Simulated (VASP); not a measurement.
# Si (Fd-3m) in VASP: further runs, part 2 of 2

VASP 6.6.1.

## Step 3: Single point, PBE (grid = ENCUT=350 dk=1.6 cell=3x3x3 ISMEAR=0 SIGMA=0.05 LREAL=Auto EDIFF=1e-06)

Input file INCAR:

```
SYSTEM = Si
PREC = Accurate
ENCUT = 350
EDIFF = 1E-6
ISMEAR = 0
SIGMA = 0.05
LREAL = Auto
LASPH = .True.
NELM = 120
ALGO = Fast
ISIF = 2
LWAVE = .False.
LCHARG = .False.
GGA = PE
NBANDS = 126
NCORE = 2
KPAR = 1
```

Input file KPOINTS:

```
regular mesh
0
Gamma
  1 1 1
  0 0 0
```

Input file POSCAR:

```
Si
1.0
    0.0000000000      8.1655535595      8.1655535595
    8.1655535595      0.0000000000      8.1655535595
    8.1655535595      8.1655535595      0.0000000000
Si
54
Direct
    0.1666666667      0.1666666667      0.1666666667
    0.1666666667      0.1666666667      0.5000000000
    0.1666666667      0.1666666667      0.8333333333
    0.1666666667      0.5000000000      0.1666666667
    0.1666666667      0.5000000000      0.5000000000
    0.1666666667      0.5000000000      0.8333333333
    0.1666666667      0.8333333333      0.1666666667
    0.1666666667      0.8333333333      0.5000000000
    0.1666666667      0.8333333333      0.8333333333
    0.5000000000      0.1666666667      0.1666666667
    0.5000000000      0.1666666667      0.5000000000
    0.5000000000      0.1666666667      0.8333333333
    0.5000000000      0.5000000000      0.1666666667
    0.5000000000      0.5000000000      0.5000000000
    0.5000000000      0.5000000000      0.8333333333
    0.5000000000      0.8333333333      0.1666666667
    0.5000000000      0.8333333333      0.5000000000
    0.5000000000      0.8333333333      0.8333333333
    0.8333333333      0.1666666667      0.1666666667
    0.8333333333      0.1666666667      0.5000000000
    0.8333333333      0.1666666667      0.8333333333
    0.8333333333      0.5000000000      0.1666666667
    0.8333333333      0.5000000000      0.5000000000
    0.8333333333      0.5000000000      0.8333333333
    0.8333333333      0.8333333333      0.1666666667
    0.8333333333      0.8333333333      0.5000000000
    0.8333333333      0.8333333333      0.8333333333
    0.2500000000      0.2500000000      0.2500000000
    0.2500000000      0.2500000000      0.5833333333
    0.2500000000      0.2500000000      0.9166666667
    0.2500000000      0.5833333333      0.2500000000
    0.2500000000      0.5833333333      0.5833333333
    0.2500000000      0.5833333333      0.9166666667
    0.2500000000      0.9166666667      0.2500000000
    0.2500000000      0.9166666667      0.5833333333
    0.2500000000      0.9166666667      0.9166666667
    0.5833333333      0.2500000000      0.2500000000
    0.5833333333      0.2500000000      0.5833333333
    0.5833333333      0.2500000000      0.9166666667
    0.5833333333      0.5833333333      0.2500000000
    0.5833333333      0.5833333333      0.5833333333
    0.5833333333      0.5833333333      0.9166666667
    0.5833333333      0.9166666667      0.2500000000
    0.5833333333      0.9166666667      0.5833333333
    0.5833333333      0.9166666667      0.9166666667
    0.9166666667      0.2500000000      0.2500000000
    0.9166666667      0.2500000000      0.5833333333
    0.9166666667      0.2500000000      0.9166666667
    0.9166666667      0.5833333333      0.2500000000
    0.9166666667      0.5833333333      0.5833333333
    0.9166666667      0.5833333333      0.9166666667
    0.9166666667      0.9166666667      0.2500000000
    0.9166666667      0.9166666667      0.5833333333
    0.9166666667      0.9166666667      0.9166666667
```

Potentials or basis: VASP PAW PBE potentials, release 64 (Si).

Run with:

```sh
$ cat potpaw_PBE.64/Si/POTCAR > POTCAR
$ mpirun -np 4 vasp_std > vasp.out
```

OUTCAR:

```text
SYSTEM = Si
   PREC = Accurate
   ENCUT = 350
   EDIFF = 1E-6
   ISMEAR = 0
   LREAL = Auto
   LASPH = .True.
   NELM = 120
   ISIF = 2
   GGA = PE

 Found      1 irreducible k-points:

 Following reciprocal coordinates:
            Coordinates               Weight
  0.000000  0.000000  0.000000      1.000000
   k-points           NKPTS =      1   k-points in BZ     NKDIM =      1   number of bands    NBANDS=    126
   number of dos      NEDOS =    301   number of ions     NIONS =     54
   total plane-waves  NPLWV = 343000
   dimension x,y,z NGX =    70 NGY =   70 NGZ =   70
   dimension x,y,z NGXF=   140 NGYF=  140 NGZF=  140
   ions per type =              54
   NGX,Y,Z   is equivalent  to a cutoff of  10.08, 10.08, 10.08 a.u.
   NGXF,Y,Z  is equivalent  to a cutoff of  20.15, 20.15, 20.15 a.u.
 SYSTEM =  Si
   PREC   = accura    normal or accurate (medium, high low for compatibility)
   ISTART =      0    job   : 0-new  1-cont  2-samecut
   ICHARG =      2    charge: 1-file 2-atom 10-const
   ISPIN  =      1    spin polarized calculation?
   LNONCOLLINEAR =      F non collinear calculations
   LSORBIT =      F    spin-orbit coupling
   LASPH  =      T    aspherical Exc in radial PAW
   ENCUT  =  350.0 eV  25.72 Ry    5.07 a.u.  17.62 17.62 17.62*2*pi/ulx,y,z
   NELM   =    120;   NELMIN=  2; NELMDL= -5     # of ELM steps
   EDIFF  = 0.1E-05   stopping-criterion for ELM
   LREAL  =      T    real-space projection
   EDIFFG = 0.1E-04   stopping-criterion for IOM
   NSW    =      0    number of steps for IOM
   IBRION =     -1    ionic relax: 0-MD 1-quasi-New 2-CG
   NFREE  =      0    steps in history (QN), initial steepest desc. (CG)
   ISIF   =      2    stress and relaxation
   ISYM   =      2    0-nonsym 1-usesym 2-fastsym
   POTIM  = 0.5000    time-step for ionic-motion
   TEBEG  =    0.0;   TEEND  =   0.0 temperature during run
   PSTRESS=    0.0 pullay stress
   NELECT =     216.0000    total number of electrons
   NUPDOWN=      -1.0000    fix difference up-down
   EMIN   =  10.00;   EMAX   =-10.00  energy-range for DOS
   EFERMI =   0.00;   METHOD = LEGACY
   ISMEAR =     0;   SIGMA  =   0.05  broadening in eV -4-tet -1-fermi 0-gaus
   EFERMI_NEDOS =   21; number of points for ismear=-14 and -15
   IALGO  =     68    algorithm
   IMIX   =      4    mixing-type and parameters
     AMIX     =   0.40;   BMIX     =  1.00
     AMIX_MAG =   1.60;   BMIX_MAG =  1.00
  volume/ion in A,a.u.               =      20.16       136.08
  Fermi-wavevector in a.u.,A,eV,Ry     =   0.954766  1.804247 12.402783  0.911579
  Thomas-Fermi vector in A             =   2.083543
   LORBIT       =      0    0 simple, 1 ext, 2 COOP (PROOUT), +10 PAW based schemes
   GGA     = PE    functional components
   LHFCALC =     F    Hartree Fock is set to
   AEXX    =    0.0000 exact exchange contribution
   IVDW    =     0    specifies the selected vdW correction
   LEPSILON=     F    determine dielectric tensor
   LRPA    =     F    only Hartree local field effects (RPA)
 non-spin polarized calculation
 RMM-DIIS sequential band-by-band and
 Gauss-broadening in eV      SIGMA  =   0.05
  energy-cutoff  :      350.00
  volume of cell :     1088.90
 maximum number of plane-waves:     16361
 NGX is ok and might be reduce to    70
   NGX = 35   NGY = 35   NGZ = 35

 number of electron     215.9999999 magnetization

 Free energy of the ion-electron system (eV)
  ---------------------------------------------------
  ext. energy  EPLUGINS =         0.00000000
  ---------------------------------------------------
  free energy    TOTEN  =      -276.26991239 eV

  energy without entropy =     -276.26991239  energy(sigma->0) =     -276.26991239

 E-fermi :   6.1154     XC(G=0):  -9.3133

 val. band max:        5.8627074311   @ k =   0.0000   0.0000   0.0000
 cond. band min:       6.5638534030   @ k =   0.0000   0.0000   0.0000
 fundamental gap:      0.7011459719
 Fermi energy:         6.1153826355

 k-point     1 :       0.0000    0.0000    0.0000
  band No.  band energies     occupation
      1      -6.0672      2.00000
      2      -4.6967      2.00000
      3      -4.6967      2.00000
      4      -4.6967      2.00000
      5      -4.6967      2.00000
      6      -4.6967      2.00000
[... 112 lines left out ...]
    119       7.4035      0.00000
    120       7.4076      0.00000
 [bands above 120 left out]

------------------------ aborting loop because EDIFF is reached ----------------------------------------

  FORCE on cell =-STRESS in cart. coord.  units (eV):
  Direction    XX          YY          ZZ          XY          YZ          ZX
  --------------------------------------------------------------------------------------
  -------------------------------------------------------------------------------------
  Total       21.5048527     21.5048527     21.5048527     -0.0000000     -0.0000000      0.0000000
  in kB       31.6417259     31.6417259     31.6417259     -0.0000000     -0.0000000      0.0000000
  external PRESSURE =      31.6417259 kB  Pullay stress =       0.0000000 kB

 VOLUME and BASIS-vectors are now :
 -----------------------------------------------------------------------------
  energy-cutoff  :      350.00
  volume of cell :     1088.90
      direct lattice vectors                 reciprocal lattice vectors
     0.000000000  8.165553559  8.165553559    -0.061232836  0.061232836  0.061232836
     8.165553559  0.000000000  8.165553559     0.061232836 -0.061232836  0.061232836
     8.165553559  8.165553559  0.000000000     0.061232836  0.061232836 -0.061232836

 POSITION                                       TOTAL-FORCE (eV/Angst)
 -----------------------------------------------------------------------------------
      2.72185      2.72185      2.72185        -0.000000     -0.000000     -0.000000
      5.44370      5.44370      2.72185        -0.000000     -0.000000     -0.000000
      8.16555      8.16555      2.72185        -0.000000     -0.000000     -0.000000
      5.44370      2.72185      5.44370        -0.000000     -0.000000     -0.000000
      8.16555      5.44370      5.44370        -0.000000     -0.000000     -0.000000
     10.88740      8.16555      5.44370        -0.000000     -0.000000     -0.000000
[... 46 lines left out ...]
     12.24833     12.24833     14.97018         0.000000      0.000000      0.000000
     14.97018     14.97018     14.97018         0.000000      0.000000      0.000000
 -----------------------------------------------------------------------------------
    total drift:                                0.000001      0.000001      0.000001

  FREE ENERGIE OF THE ION-ELECTRON SYSTEM (eV)
  ---------------------------------------------------
  free  energy   TOTEN  =      -276.2699123912 eV

  energy  without entropy=     -276.2699123912  energy(sigma->0) =     -276.26991239
```

It took 29 s on 4 MPI ranks of AMD EPYC 9R45 (Zen 5), shared host; peak memory 0.28 GiB.

These settings aren't checked as converged: the numbers below hold their error.

What came out:

| Quantity | Value |
| --- | --- |
| Free energy | -276.2699 eV |
| Pressure | 3.2 GPa |
| Band gap on the k mesh | 0.70 eV |

Caveat: the k mesh is coarse (spacing up to 0.67 Å⁻¹), so the values aren't converged; an odd mesh through Γ misses points on the zone boundary, where band edges often lie.

## Step 4: For comparison

An earlier run on the cell as given: functional PBE; potentials or basis VASP PAW PBE potentials, release 64 (Si); cutoff 520 eV; k mesh 8 × 8 × 8; occupations fermi-dirac, width 0.05 eV; no spin polarisation.

* Pressure: 1.3 GPa
* Band gap on the k mesh: 0.63 eV, indirect (least direct gap 2.56 eV)
